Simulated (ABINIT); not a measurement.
A calculation with ABINIT 10.8.3 (patched build) of Zn (native input, structure from a POSCAR):

Contents of run.abi:

```
pp_dirpath "./"
pseudos "Zn.GGA_PBE-JTH.xml"

structure "poscar:POSCAR"
natom 1
chkprim 0
chksymtnons 0
tolsym 1.0e-6

ecut 22.0
pawecutdg 44.0
pawxcdev 0

kptopt 1
ngkpt 11 12 12
nshiftk 1
shiftk 0.0 0.0 0.0

ixc 11

nband 10
occopt 3
tsmear 0.05 eV

nstep 100
tolvrs 1.0e-9

iomode 3
prtwf 0
prtden 0
prteig 0
prtebands 0
enunit 2
```

File POSCAR:

```
Zn
1.0
   -1.5935815700      1.7766151400      1.7460215800
    1.5039206500     -1.5066388000      1.3863843100
    1.5441115400      1.4571687700     -1.4760452300
Zn
1
Direct
    0.0000000000      0.0000000000      0.0000000000  Zn
```

Potentials or basis: JTH PAW PBE v2.0.

Run with:

```console
$ abinit run.abi > log 2>&1
```

Write the same calculation in another form: ASE script, Cartesian positions.

As run:

Contents of run.py:

```python
import json, os
import numpy as np
from ase.units import GPa
from ase.calculators.abinit import Abinit, AbinitProfile
from ase.io import read

atoms = read('Zn.xyz')

profile = AbinitProfile(command='abinit', pp_paths=[os.path.abspath('pseudos')])
params = dict(
    pps='pawxml', xc='PBE',
    chksymtnons=0,
    tolsym=1e-06,
    ecut=598.6505,
    pawecutdg=1197.301,
    pawxcdev=0,
    kptopt=1,
    ngkpt=[11, 12, 12],
    nshiftk=1,
    shiftk=[0.0, 0.0, 0.0],
    ixc=11,
    nband=10,
    occopt=3,
    tsmear=0.05,
    nstep=100,
    tolvrs=1e-09,
    prtwf=0,
    prtden=0,
)

atoms.calc = Abinit(profile=profile, directory='run', **params)
energy = atoms.get_potential_energy()
forces = atoms.get_forces()
stress = atoms.get_stress()
print(f'energy {energy:.6f} eV')
print('forces (eV/A)')
print(np.round(forces, 5))
print('stress (GPa, Voigt, tension positive)', np.round(stress / GPa, 4))
json.dump(dict(energy=energy, forces=forces.tolist(), stress=stress.tolist(), cell=atoms.cell.tolist(), frac=atoms.get_scaled_positions(wrap=False).tolist()), open('results.json', 'w'))
```

File Zn.xyz:

```xyz
1
Lattice="-1.5935815700 1.7766151400 1.7460215800 1.5039206500 -1.5066388000 1.3863843100 1.5441115400 1.4571687700 -1.4760452300" Properties=species:S:1:pos:R:3 pbc="T T T"
Zn     0.0000000000      0.0000000000      0.0000000000
```

Potentials or basis: JTH PAW PBE v2.0.

The run is started by

```console
$ python run.py
```

Both were run:

|  | native input, structure from a POSCAR | ASE script, Cartesian positions |
| --- | --- | --- |
| Pressure | 1.7 GPa | 1.7 GPa |
| Band gap on the k mesh | none (metal or under the smearing width) | none (metal or under the smearing width) |
| Valence electrons inside the program's atomic spheres | Zn 10.75 (radii [1.2212] Å) | Zn 10.75 (radii [1.2212] Å) |

Keys that steer only the numerical path or the files written may differ.
